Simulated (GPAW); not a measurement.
The system is ZnO (zincite).

```
CELL_PARAMETERS angstrom
3.24931 0.00000 0.00000
-1.62465 2.81398 0.00000
0.00000 0.00000 5.20571
ATOMIC_POSITIONS crystal
Zn 0.66667 0.33333 0.00000
Zn 0.33333 0.66667 0.50000
O 0.33333 0.66667 0.87901
O 0.66667 0.33333 0.37901
```

Base run:

| Property | Result |
| --- | --- |
| Program | GPAW 26.7.0 |
| Functional | r4SCAN |
| Potentials or basis | GPAW PAW data sets (gpaw-data 1.2.1) |
| Cutoff | 800 eV |
| Basis | pw |
| k mesh | 6 × 6 × 3 |
| Occupations | fermi-dirac, width 0.05 eV |
| Spin | no spin polarisation |

Its results: band gap on the k mesh 1.24 eV, direct; pressure -2.8 GPa.

**Question.** After a change of settings the same cell gave: band gap on the k mesh 0.71 eV, direct; pressure 7.9 GPa. Which change was it?
A. functional from r4SCAN to M06-L
B. functional from r4SCAN to TPSS
C. functional from r4SCAN to r2SCAN; band points from 60 to 80

**Answer.** A.

Caveats: the PAW data sets were made with another functional, which shifts forces and pressure a little.

Not every run made on this cell is shown here.
